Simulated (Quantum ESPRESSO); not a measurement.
HfO2 in Quantum ESPRESSO: the effect of functional

Crystal: HfO2.

```
CELL_PARAMETERS angstrom
0.00000 2.55750 2.55750
2.55750 0.00000 2.55750
2.55750 2.55750 0.00000
ATOMIC_POSITIONS crystal
Hf 0.00000 0.00000 0.00000
O 0.75000 0.75000 0.75000
O 0.25000 0.25000 0.25000
```

Measurements of this composition are mostly on another form, of space group No. 14.

Alike in all runs:

| Quantity | Value |
| --- | --- |
| Program | Quantum ESPRESSO 7.5 |
| Task | dielectric tensor |
| Cutoff | 1143 eV |
| Density cutoff | 4572 eV |
| k mesh | 6 × 6 × 6, shifted |
| Occupations | fermi-dirac, width 0.05 eV |
| Spin | no spin polarisation |

| functional | potentials or basis | pressure (GPa) | dielectric constant (mean) |
| --- | --- | --- | --- |
| LDA | PseudoDojo 0.4.1 SR LDA standard | -22.1 | 5.29 |
| PBE | PseudoDojo 0.4.1 SR PBE standard | -4.9 | 5.18 |
| PBEsol | PseudoDojo 0.4.1 SR PBEsol standard | ? | ? |
| WC | PseudoDojo 0.4.1 SR PBE standard | -11.2 | 5.28 |
| BLYP | PseudoDojo 0.4.1 SR PBE standard | 1.6 | 5.13 |
| AM05 | PseudoDojo 0.4.1 SR PBE standard | -11.2 | 5.28 |

Task: What does the run with functional PBEsol give?

Result: Pressure -13.2 GPa; dielectric constant 5.27 mean.

Caveats: the cell is more than 3 GPa from zero pressure, which shifts response properties (some runs); the potentials were made for another functional, which shifts forces and pressure (some runs).
